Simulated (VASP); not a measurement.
Set up this calculation in VASP 6.6.1, as the native input.

* Task: relaxation of cell and atoms
* Functional: r2SCAN
* Dispersion: rVV10
* Potentials or basis: VASP PAW PBE potentials, release 64 (Zn, S)
* Cutoff: 600 eV
* k mesh: 8 × 8 × 5
* Occupations: gaussian, width 0.05 eV
* Spin: no spin polarisation
* Further INCAR settings: ALGO = Normal; EDIFF = 1e-07; IBRION = 2; EDIFFG = -0.005; NSW = 40; ISIF = 3

The structure of ZnS (Wurtzite-2H) lies in POSCAR:

```
ZnS
1.0
    3.8110000000      0.0000000000      0.0000000000
   -1.9055000000      3.3004228138      0.0000000000
    0.0000000000      0.0000000000      6.2340000000
Zn S
2 2
Direct
    0.6666666667      0.3333333333      0.5000000000
    0.3333333333      0.6666666667      0.0000000000
    0.6666666667      0.3333333333      0.8850000000
    0.3333333333      0.6666666667      0.3850000000
```

One way to write it, as run:

INCAR

```
SYSTEM = ZnS
  PREC = Accurate
  ENCUT = 600
  EDIFF = 1E-7
  ISMEAR = 0
  SIGMA = 0.05
  LREAL = .False.
  LASPH = .True.
  NELM = 100
  ALGO = Normal
  ISIF = 3
  LWAVE = .False.
  LCHARG = .False.
  METAGGA = R2SCAN
  LMIXTAU = .True.
  LUSE_VDW = .True.
  IVDW_NL = 2
  BPARAM = 11.95
  CPARAM = 0.0093
  IBRION = 2
  NSW = 40
  EDIFFG = -0.005
```

KPOINTS

```
Automatic mesh
0
Gamma
  8 8 5
  0 0 0
```

Potentials or basis: VASP PAW PBE potentials, release 64 (Zn, S).

The run is started by

```sh
$ cat potpaw_PBE.64/Zn/POTCAR potpaw_PBE.64/S/POTCAR > POTCAR
$ mpirun -np 1 vasp_std > vasp.out
```

It gave:

The relaxed volume is 19.38 Å³/atom and the relaxed cell is a = 3.792 Å, b = 3.792 Å, c = 6.226 Å, α = 90.00°, β = 90.00°, γ = 120.00°. The space group after relaxing (to 0.05 Å) is P6_3mc (No. 186), the energy gained by relaxing is 6.2 meV/atom and the ionic steps are 10. The pressure after relaxing is 0.0 GPa and the largest force after relaxing is 0.005 eV/Å. The band gap on the k mesh is 2.78 eV, direct.

Caveat: the PAW data sets were made with another functional, which shifts forces and pressure a little.

It took 24 min on 1 thread of AMD EPYC 9R45 96-Core Processor (Zen 5), on a shared host, peak memory 0.39 GiB.
